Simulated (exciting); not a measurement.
# Mo: electric field gradients with PBEsol+TS

The system is Mo.

```
CELL_PARAMETERS angstrom
2.82495 0.00000 0.00000
-1.44269 2.30840 0.00000
-0.08854 -0.02182 2.53612
ATOMIC_POSITIONS crystal
Mo 0.00000 0.00000 0.50000
```

This isn't the form of Mo at room conditions, which is bcc.

| Property | Result |
| --- | --- |
| Program | exciting (release sodium) |
| Task | electric field gradients |
| Functional | PBEsol |
| Dispersion | TS |
| Potentials or basis | all-electron LAPW+lo, shipped species files, valence relativity iora* |
| rgkmax | 9 |
| k mesh | 9 × 9 × 8 |
| Occupations | gaussian, width 0.05 eV |
| Spin | spin-orbit coupling, no magnetisation |
| outputlevel | normal |
| gmaxvr (cutoff of density and potential) | 14 1/bohr |
| lmaxapw (and lmaxmat) | 10 |
| lmaxvr | 8 |
| nempty | 40 |
| Valence relativity | iora* |
| epsengy | 1e-05 Ha |
| epspot | 1e-05 Ha |
| maxscl | 60 |
| Muffin-tin radii | Mo 2.3 bohr |

| Item | Value |
| --- | --- |
| Band gap on the k mesh | none (metal or under the smearing width) |
| All electrons inside the program's atomic spheres | Mo 39.69 (radii Mo 2.3 bohr) |
| Dispersion energy per atom | -1.152 eV |

Levels at points of the mesh, in eV from the Fermi level:
| k point | band 12 | band 13 | band 14 | band 15 | band 16 | band 17 |
| --- | --- | --- | --- | --- | --- | --- |
| (0.00, 0.00, 0.00) | -4.36 | -1.55 | -1.55 | -0.26 | -0.26 | 4.00 |
| (0.00, 0.00, 0.50) | -0.68 | 0.08 | 0.08 | 0.42 | 0.43 | 0.64 |

Electric field gradients, principal values (1e21 V/m²):
```csv
atom,Vxx,Vyy,Vzz,η
1 Mo,-3.735,-4.584,8.319,0.10
```

Wall time 4.9 min on 1 thread of Intel(R) Xeon(R) Platinum 8375C CPU @ 2.90GHz (Ice Lake), on a shared host, peak memory 0.12 GiB.

Caveat: the field gradient of a metal still moves by tens of percent with the k mesh; total energies with spin-orbit coupling aren't reliable in this program, so none is listed and the log's shouldn't be used; the dispersion energy is computed afterwards and isn't part of the total energy; EFG.OUT prints the tensor in atomic units and with the sign opposite to the usual one.
